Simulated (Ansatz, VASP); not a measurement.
# InSb: VASP beside Ansatz, part 2 of 2

Wanted: the spread between two codes on one cell, functional and k mesh. The structure shown is the end of the Ansatz relaxation below.

VASP 6.6.1 and Ansatz 0.2.0.

So far. Step 3 (VASP: single point, PBEsol, pair 1): The run ends at a pressure of -0.54 GPa, with forces up to 0.0015 eV/Å.

## (6) VASP: single point, PBEsol, pair 2

Level of this step: PBEsol; plane waves and PAW (Sb, In_d) (VASP).

The same cell, functional, mesh and smearing now go to VASP, with its own data sets.

Input file INCAR:

```
SYSTEM = InSb
PREC = Accurate
ENCUT = 500
EDIFF = 1E-06
NELM = 120
ISMEAR = -1
SIGMA = 0.02
LREAL = .FALSE.
ALGO = Normal
GGA = PS
NBANDS = 33
LORBIT = 11
LWAVE = .FALSE.
LCHARG = .FALSE.
ISIF = 2
LASPH = .TRUE.
GGA_COMPAT = .FALSE.
EFERMI = MIDGAP
KPAR = 2
```

Input file POSCAR:

```
InSb
1.0
    4.7037769200      0.0000000000      0.0000000000
   -2.3518884600      4.0735903065      0.0000000000
    0.0000000000      0.0000000000     11.1444597511
Sb In
3 3
Direct
    0.0000000000      0.0000000000      0.7480941183
    0.3333333333      0.6666666667      0.0814274517
    0.6666666667      0.3333333333      0.4147607850
    0.0000000000      0.0000000000      0.0019058817
    0.3333333333      0.6666666667      0.3352392150
    0.6666666667      0.3333333333      0.6685725483
```

Input file KPOINTS:

```
Automatic mesh
0
Gamma
7 7 3
0 0 0
```

PAW data sets: Sb and In_d (PBE family, release 64).

The run is started by

```bash
$ mpirun -np 2 vasp_std
```

Numbers of over 12 decimals in the logs are rounded to 6 here.

The log of the run:

```text
[banner, memory and clock lines left out]
running    2 mpi-ranks, on    1 nodes
[...]
[... a notice as in an earlier step ...]

 LDA part: xc-table for (Slater+PW92), standard interpolation
 POSCAR, INCAR and KPOINTS ok, starting setup
[...]
entering main loop
       N       E                     dE             d eps       ncg     rms          rms(c)
DAV:   1     0.453989656823E+03    0.45399E+03   -0.22653E+04  1320   0.160E+03
DAV:   2     0.222535930484E+02   -0.43174E+03   -0.42505E+03  1391   0.402E+02
DAV:   3    -0.216400078567E+02   -0.43894E+02   -0.43225E+02  1662   0.152E+02
DAV:   4    -0.233578298314E+02   -0.17178E+01   -0.17144E+01  1528   0.345E+01
[...]
DAV:  11    -0.230457072945E+02   -0.27613E-04   -0.43931E-05  1676   0.398E-02    0.167E-02
DAV:  12    -0.230457279469E+02   -0.20652E-04   -0.31648E-05  1448   0.330E-02    0.425E-03
DAV:  13    -0.230457275145E+02    0.43237E-06   -0.22688E-06  1207   0.114E-02
   1 F= -.23045728E+02 E0= -.23045710E+02  d E =-.356739E-04
```

From OUTCAR (step 6):

```text
  Total       -2.1493940     -2.1493940      0.0285911      0.0000000     -0.0000000     -0.0000000
  in kB      -16.1266265    -16.1266265      0.2145151      0.0000000     -0.0000000     -0.0000000
  external PRESSURE =     -10.6795793 kB  Pullay stress =       0.0000000 kB

 POSITION                                       TOTAL-FORCE (eV/Angst)
 -----------------------------------------------------------------------------------
      0.00000      0.00000      8.33710        -0.000000      0.000000     -0.000093
     -0.00000      2.71573      0.90746        -0.000000     -0.000000     -0.000093
      2.35189      1.35786      4.62228        -0.000000     -0.000000     -0.000093
      0.00000      0.00000      0.02124         0.000000     -0.000000      0.000093
     -0.00000      2.71573      3.73606        -0.000000      0.000000      0.000093
      2.35189      1.35786      7.45088        -0.000000     -0.000000      0.000093
 -----------------------------------------------------------------------------------
    total drift:                               -0.000000     -0.000001     -0.004567

  FREE ENERGIE OF THE ION-ELECTRON SYSTEM (eV)
  ---------------------------------------------------
  free  energy   TOTEN  =       -23.0457275145 eV

  energy  without entropy=      -23.0456918407  energy(sigma->0) =      -23.04570968

[... 1 part as in an earlier step ...]

[... 2 further parts left out ...]
[key lines of the parts left out:]
E-fermi :   4.5304
```

The run ends at a pressure of -1.07 GPa.

## (7) Side by side

What differs besides the data sets and the points named for the pairs above, as far as they apply: the data sets hold 84 valence electrons in Ansatz (on its PAW soft_1 files) and 54 in VASP. Total energies have different zeros and are not compared.

Both answers:

```tsv
quantity	Ansatz	VASP	difference
pressure (GPa)	-1.08	-1.07	-0.01
gap on the k mesh (eV)	0.211	0.211	-0.001
```

A gap on the mesh is an upper bound, since the band edges may lie between its points.

## (8) Ansatz: relaxation, PBEsol

This run makes the geometry at which the two programs are then compared. The cell compared in this pair holds 216.54 Å³, against 213.54 Å³ for the pair before.

The structure compared here is the end of the Ansatz relaxation.

Input file input.yaml:

```yaml
crystal:
  lattice:
    - [4.74989238, 0.0, 0.0]
    - [-2.37494619, 4.1135274663, 0.0]
    - [0.0, 0.0, 11.092607188]
  atoms:
    - { symbol: Sb, position: [0.0, 0.0, 0.75] }
    - { symbol: Sb, position: [0.3333333, 0.6666667, 0.0833333] }
    - { symbol: Sb, position: [0.6666667, 0.3333333, 0.4166667] }
    - { symbol: In, position: [0.0, 0.0, 0.0] }
    - { symbol: In, position: [0.3333333, 0.6666667, 0.3333333] }
    - { symbol: In, position: [0.6666667, 0.3333333, 0.6666667] }
kpoints:
  mp_grid: { grid: [7, 7, 3] }
scf:
  occupations: { method: fermi_dirac, width: 0.02 }
hamiltonian:
  xc: pbesol
  pseudopotentials: { kind: paw, azcp: { folder: soft_1 }, xc_functional: pbe }
basis:
  ecutwfc: 600
output:
  forces: true
  stress: true
  write_density: true
  write_potential: true
  elf: true
  volumetric_format: npy
relax:
  f_tol: 0.005
  max_steps: 70
  cell: { stress_tol: 0.02, p_target: 0, fix: [a, b, alpha, beta, gamma] }
```

The run is started by

```bash
$ ansatz run input.yaml --threads 8 --pin off --max-ram 18432MiB --backend cpu --events-out ev --progress --plain --runs-dir out
```

The log of the run:

```text
[...]
Crystal: 6 atoms, lattice volume = 216.736 Å³
Basis set: ecut = 600 eV, 7209 PW (Γ), exchange–correlation on 80×80×180 points (8 copies of the dense FFT grid, shifted against one another)
Bands: 51, of which v1, the nominal top of the filled ones, is band 42 counted from 1 (41 counted from 0)
Symmetry: 18 space group operations
[...]
cell:  # Å, volume = 216.5388 Å³
    - [4.749892, 0, 0]
    - [-2.374946, 4.113527, 0]
    - [0, 0, 11.082495]
  atoms:
    - { symbol: Sb, position: [-4.692675197638287e-19, 0, 0.747285] }
    - { symbol: Sb, position: [0.333333, 0.666667, 0.080618] }
    - { symbol: Sb, position: [0.666667, 0.333333, 0.413952] }
    - { symbol: In, position: [4.692675197638288e-19, 0, 0.00271489] }
    - { symbol: In, position: [0.333333, 0.666667, 0.336048] }
    - { symbol: In, position: [0.666667, 0.333333, 0.669382] }
[key lines of the parts left out:]
SCF converged after 7 iterations
Free energy (F): -35801.261708 eV
Fermi energy:    6.594410 eV
P = ⅓ Tr σ = -1.5796 GPa (-15.796 kbar)
```

## (9) VASP: single point, PBEsol, pair 3

The same cell, functional, mesh and smearing now go to VASP, with its own data sets.

INCAR is that of step 6.

Input file POSCAR:

```
InSb
1.0
    4.7498923800      0.0000000000      0.0000000000
   -2.3749461900      4.1135274663      0.0000000000
    0.0000000000      0.0000000000     11.0824952415
Sb In
3 3
Direct
    0.0000000000      0.0000000000      0.7472851136
    0.3333333333      0.6666666667      0.0806184469
    0.6666666667      0.3333333333      0.4139517803
    0.0000000000      0.0000000000      0.0027148864
    0.3333333333      0.6666666667      0.3360482197
    0.6666666667      0.3333333333      0.6693815531
```

KPOINTS is that of step 6.

The run is started by

```bash
$ mpirun -np 2 vasp_std
```

The log of the run:

```text
[... set-up lines as in an earlier step ...]
 entering main loop
       N       E                     dE             d eps       ncg     rms          rms(c)
DAV:   1     0.455097519614E+03    0.45510E+03   -0.22566E+04  1320   0.159E+03
DAV:   2     0.236272591560E+02   -0.43147E+03   -0.42568E+03  1368   0.399E+02
DAV:   3    -0.214593406085E+02   -0.45087E+02   -0.44543E+02  1625   0.153E+02
DAV:   4    -0.232973463053E+02   -0.18380E+01   -0.18335E+01  1567   0.350E+01
[...]
DAV:  11    -0.229938490155E+02   -0.36848E-04   -0.49211E-05  1534   0.410E-02    0.140E-02
DAV:  12    -0.229938689802E+02   -0.19965E-04   -0.26448E-05  1395   0.306E-02    0.391E-03
DAV:  13    -0.229938697260E+02   -0.74588E-06   -0.40946E-06  1223   0.137E-02
   1 F= -.22993870E+02 E0= -.22993757E+02  d E =-.224531E-03
```

Parts of OUTCAR (step 9):

```text
  Total       -3.2041561     -3.2041561     -0.0000517      0.0000000     -0.0000000     -0.0000000
  in kB      -23.7076510    -23.7076510     -0.0003826      0.0000000     -0.0000000     -0.0000000
  external PRESSURE =     -15.8052282 kB  Pullay stress =       0.0000000 kB

 POSITION                                       TOTAL-FORCE (eV/Angst)
 -----------------------------------------------------------------------------------
      0.00000      0.00000      8.28178        -0.000000      0.000000     -0.000117
     -0.00000      2.74235      0.89345        -0.000000     -0.000000     -0.000117
      2.37495      1.37118      4.58762         0.000000     -0.000000     -0.000117
      0.00000      0.00000      0.03009         0.000000      0.000000      0.000117
     -0.00000      2.74235      3.72425         0.000000      0.000000      0.000117
      2.37495      1.37118      7.41842        -0.000000     -0.000000      0.000117
 -----------------------------------------------------------------------------------
    total drift:                               -0.000000      0.000000     -0.002842

  FREE ENERGIE OF THE ION-ELECTRON SYSTEM (eV)
  ---------------------------------------------------
  free  energy   TOTEN  =       -22.9938697260 eV

  energy  without entropy=      -22.9936451954  energy(sigma->0) =      -22.99375746

[... 1 part as in an earlier step ...]

[... 2 further parts left out ...]
[key lines of the parts left out:]
E-fermi :   4.3251
```

The run ends at a pressure of -1.58 GPa, with forces up to 1.2e-4 eV/Å.

## (10) Side by side

What differs besides the data sets and the points named for the pairs above, as far as they apply: the data sets hold 84 valence electrons in Ansatz (on its PAW soft_1 files) and 54 in VASP. Total energies have different zeros and are not compared.

The two programs side by side:

```tsv
quantity	Ansatz	VASP	difference
pressure (GPa)	-1.58	-1.58	0.00
gap on the k mesh (eV)	0.127	0.123	+0.005
```

A gap on the mesh is an upper bound, since the band edges may lie between its points.

## (11) Outcome

- difference in gap on the k mesh (single point, PBEsol, pair 1): -5.4e-4 eV
- difference in gap on the k mesh (single point, PBEsol, pair 2): -9.2e-4 eV
- difference in gap on the k mesh (single point, PBEsol, pair 3): 0.0045 eV

In words: The difference in gap on the k mesh is 0.0045 eV (single point, PBEsol, pair 3), within the 0.08 eV picked in this series as the mark of a large difference. The data sets hold unlike numbers of valence electrons (84 in Ansatz and 54 in VASP), so part of the differences comes from the potentials. 4 further runs of this series are not shown here. How closely two codes agree says nothing of how well the functional describes the real material.

[Lines on the potential files, build, host, timing and source positions are cut from VASP's logs without a mark.]

[Logs are printed without paths, hosts, clocks, repeated set-up lines and the standing remarks that a program may print on its own settings, such as how far it seeks lower states.]

[Hosts, paths, dates, database ids (printed as entryN), source tags and the programs' standing remarks are cut or masked in the printed files.]
